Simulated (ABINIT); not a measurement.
# Au (Fm-3m) in ABINIT: further runs, part 2 of 2

ABINIT 10.8.3 (patched build).

### Step 3. Optical spectrum, PBE (cell relaxed at zero pressure by an earlier run)

Contents of run.abi:

```
# Datasets
ndtset 3

# Pseudopotentials
pp_dirpath "./"
pseudos "Au.upf"

# Structure
structure "poscar:POSCAR"
natom 1
chkprim 0
chksymtnons 0
tolsym 1.0e-6

# Plane-wave basis
ecut 1034.032677 eV
ecutsm 0.5

# k points
ngkpt 12 12 12
nshiftk 4
shiftk
     0.5000000000     0.5000000000     0.5000000000
     0.5000000000     0.0000000000     0.0000000000
     0.0000000000     0.5000000000     0.0000000000
     0.0000000000     0.0000000000     0.5000000000
istwfk *1

# Exchange and correlation
ixc 11

# Bands and occupations
occopt 7
tsmear 0.00734986

# SCF cycle
nstep 80

# Output
iomode 3
prteig 0
prtebands 0

# Dataset 1: ground state
nband1 14
tolvrs1 1.0e-12
prtden1 1
prtwf1 0
kptopt1 1

# Dataset 2: empty bands at fixed density
iscf2 -3
getden2 1
nband2 20
nbdbuf2 4
tolwfr2 1.0e-12
nstep2 120
prtden2 0
kptopt2 1

# Dataset 3: wave functions and velocity matrix elements in the full zone
optdriver3 8
wfk_task3 "wfk_optics_fullbz"
getwfk3 2
nband3 16
kptopt3 1
prtevk3 1
inclvkb3 2
```

Contents of POSCAR:

```
Au
1.0
    0.0000000000      2.0807491200      2.0807491200
    2.0807491200      0.0000000000      2.0807491200
    2.0807491200      2.0807491200      0.0000000000
Au
1
Direct
    0.0000000000      0.0000000000      0.0000000000  Au
```

Contents of optic.abi:

```
&FILES
 ddkfile_1 = 'runo_DS3_1_EVK.nc',
 ddkfile_2 = 'runo_DS3_2_EVK.nc',
 ddkfile_3 = 'runo_DS3_3_EVK.nc',
 wfkfile = 'runo_DS3_WFK.nc'
/
&PARAMETERS
 broadening = 0.005512,
 domega = 0.002,
 maxomega = 0.8,
 scissor = 0.000000,
 tolerance = 0.002
/
&COMPUTATIONS
 num_lin_comp = 1,
 lin_comp = 11,
 num_nonlin_comp = 0
/
```

Potentials or basis: PseudoDojo NC SR PBE v0.5 standard.

Command:

```bash
$ abinit run.abi > log 2>&1
$ optic optic.abi > optic.log 2>&1
```

run.abo:

```text
.Version 10.8.3 of ABINIT
 DATASET    1 : space group Fm -3 m (#225); Bravais cF (face-center cubic)
================================================================================
 Values of the parameters that define the memory need for DATASET  1.
     intxc =       0    ionmov =       0      iscf =       7    lmnmax =       7
     lnmax =       7     mgfft =      32  mpssoang =       4    mqgrid =    3001
     natom =       1  nloc_mem =       1    nspden =       1   nspinor =       1
    nsppol =       1      nsym =      48    n1xccc =    2501    ntypat =       1
    occopt =       7   xclevel =       2
       mpw =        1379          nfft =       32768          nkpt =         182
================================================================================
================================================================================
[... 13 lines left out ...]
 DATASET    3 : space group Fm -3 m (#225); Bravais cF (face-center cubic)
================================================================================
 Values of the parameters that define the memory need for DATASET  3.
     intxc =       0    ionmov =       0      iscf =       7    lmnmax =       7
     lnmax =       7     mgfft =      32  mpssoang =       4    mqgrid =    3001
     natom =       1  nloc_mem =       1    nspden =       1   nspinor =       1
    nsppol =       1      nsym =      48    n1xccc =    2501    ntypat =       1
    occopt =       7   xclevel =       2
       mpw =        1379          nfft =       32768          nkpt =         182
================================================================================
================================================================================

--------------------------------------------------------------------------------
------------- Echo of variables that govern the present computation ------------
--------------------------------------------------------------------------------
 -outvars: echo values of preprocessed input variables --------
            acell      1.0000000000E+00  1.0000000000E+00  1.0000000000E+00 Bohr
              amu      1.96966540E+02
          chkprim           0
      chksymtnons           0
             ecut      3.80000000E+01 Hartree
           ecutsm      5.00000000E-01 Hartree
           getden1          0
           getden2          1
           getden3          0
           getwfk1          0
           getwfk2          0
           getwfk3          2
             iscf1          7
             iscf2         -3
[... 313 lines left out ...]
comment             : Components of total free energy in Hartree
kinetic             :  4.25328347960031E+01
hartree             :  2.71375369914652E+01
xc                  : -2.60517075944647E+01
Ewald energy        : -1.05233714197387E+02
psp_core            :  5.03713701284328E+00
local_psp           : -9.41276717990915E+01
non_local_psp       :  2.50600986317782E+00
internal            : -1.48199574927454E+02
'-kT*entropy'       : -1.77993882987722E-04
total_energy        : -1.48199752921337E+02
...

--- !EnergyTermsDC
iteration_state     : {dtset: 2, }
comment             : '"Double-counting" decomposition of free energy'
band_energy         : -1.35091914843019E+01
Ewald energy        : -1.05233714197387E+02
psp_core            :  5.03713701284328E+00
xc_dc               : -3.44938065705363E+01
internal            : -1.48199575239382E+02
'-kT*entropy'       : -1.77993882987722E-04
total_energy_dc     : -1.48199753233265E+02
...

================================================================================
== DATASET  3 ==================================================================

--- !DatasetInfo
iteration_state: {dtset: 3, }
dimensions: {natom: 1, nkpt: 182, mband: 16, nsppol: 1, nspinor: 1, nspden: 1, mpw: 1379, }
cutoff_energies: {ecut:  38.0, pawecutdg:  -1.0, }
electrons: {nelect:   1.90000000E+01, charge:   0.00000000E+00, occopt:   7.00000000E+00, tsmear:   7.34986000E-03, }
meta: {optdriver: 8, wfk_task: 7, }
...

 mkfilename : getwfk/=0, take file _WFK from output of DATASET   2.

 Exchange-correlation functional for the present dataset will be:
  GGA: Perdew-Burke-Ernzerhof functional - ixc=11
  J.P.Perdew, K.Burke, M.Ernzerhof, PRL 77, 3865 (1996)

--------------------------------------------------------------------------------

 Computation of velocity matrix elements (DDK)

 Parameters extracted from the Abinit header:
    ecut:     38.0
    nkpt:    6912
    mband:   20
    nsppol:  1
    nspinor: 1
    useylm:  0
    inclvkb: 2
    bmin: 1, bmax: 20
    Computing diagonal and off-diagonal matrix elements
    Between band index bmin: 1, bmax: 20

== END DATASET(S) ==============================================================
================================================================================

 -outvars: echo values of variables after computation  --------
            acell      1.0000000000E+00  1.0000000000E+00  1.0000000000E+00 Bohr
           etotal1    -1.4819975323E+02
           etotal2    -1.4819975323E+02
           etotal3     0.0000000000E+00
            fcart1    -0.0000000000E+00 -0.0000000000E+00 -0.0000000000E+00
            fcart3     0.0000000000E+00  0.0000000000E+00  0.0000000000E+00
            rprim      0.0000000000E+00  3.9320459735E+00  3.9320459735E+00
                       3.9320459735E+00  0.0000000000E+00  3.9320459735E+00
                       3.9320459735E+00  3.9320459735E+00  0.0000000000E+00
           strten1     2.3620701373E-05  2.3620701373E-05  2.3620701373E-05
                       0.0000000000E+00  0.0000000000E+00  0.0000000000E+00
           strten3     0.0000000000E+00  0.0000000000E+00  0.0000000000E+00
                       0.0000000000E+00  0.0000000000E+00  0.0000000000E+00
 Calculation completed.
```

optic_0001_0001-linopt.out:

```text
#calculated the component:  1  1  of dielectric function
 #broadening:    0.000000E+00    5.512000E-03
 #scissors shift:    0.000000E+00
 #energy window:    1.413898E+02eV    5.195980E+00Ha
 # Energy(eV)         Im(eps(w))
    2.721139E-01    5.158074E-02
    8.163416E-01    1.886794E-01
    1.360569E+00    5.412077E-01
    1.904797E+00    3.651791E+00
    2.449025E+00    7.183785E+00
    2.993252E+00    6.890784E+00
[... 32 lines left out ...]
    2.095277E+01    2.083662E+00
    2.149700E+01    1.739451E+00
[... 169 lines left out ...]
    1.904797E+00    3.322572E-01
    2.449025E+00    3.255649E-01
    2.993252E+00    2.982536E-01
[... 32 lines left out ...]
    2.095277E+01    2.000291E-01
    2.149700E+01    2.029440E-01
 # Energy(eV)         absorption coeff (in 10^6 m-1) = omega Im(eps) / c n(eps)
    1.632683E-01    8.481408E-03
    7.074960E-01    1.825308E-01
    1.251724E+00    8.502367E-01
    1.795951E+00    5.986868E+00
    2.340179E+00    2.475922E+01
    2.884407E+00    3.727370E+01
[... 32 lines left out ...]
    2.084392E+01    2.113354E+02
    2.138815E+01    2.127372E+02
```

Run time: 5.5 min. Hardware: 1 thread of Arm Neoverse V1, shared host; peak memory 3.3 GiB.

What came out:

```
Free energy : -4032.7207 eV
Pressure    : -0.7 GPa
```

Dielectric function (mean over the directions given):
```csv
energy (eV),real part,imaginary part
0.33,8.90,0.06
0.76,9.23,0.17
1.31,10.26,0.48
1.74,12.32,1.87
2.29,10.13,6.89
2.83,7.40,7.49
3.27,6.44,7.95
3.81,3.58,6.71
4.25,3.27,4.91
4.79,3.61,4.57
5.33,3.62,4.59
5.77,3.89,4.78
6.31,3.20,5.24
6.75,2.55,5.50
7.29,1.53,5.42
7.84,1.33,4.29
8.27,0.70,4.14
8.82,0.63,2.82
9.36,0.83,2.57
9.80,1.14,2.40
10.34,1.23,2.27
10.78,1.58,2.27
11.32,1.64,2.43
11.86,1.46,2.59
12.30,1.39,2.54
12.84,0.89,2.63
13.28,1.09,2.37
13.82,1.15,2.00
14.37,0.91,2.10
14.80,1.08,1.90
15.35,1.30,1.71
15.89,1.06,1.95
16.33,1.19,1.82
16.87,1.45,1.68
17.31,1.49,1.68
17.85,1.91,1.88
18.39,2.10,2.77
18.83,1.06,2.96
19.38,0.68,3.00
19.92,0.10,2.76
```

Caveat: the intraband (Drude) term is left out; spectra need much finer meshes, so this one isn't converged; independent-particle spectra lack excitons. Spin-orbit coupling is left out, which matters for the levels of Au.
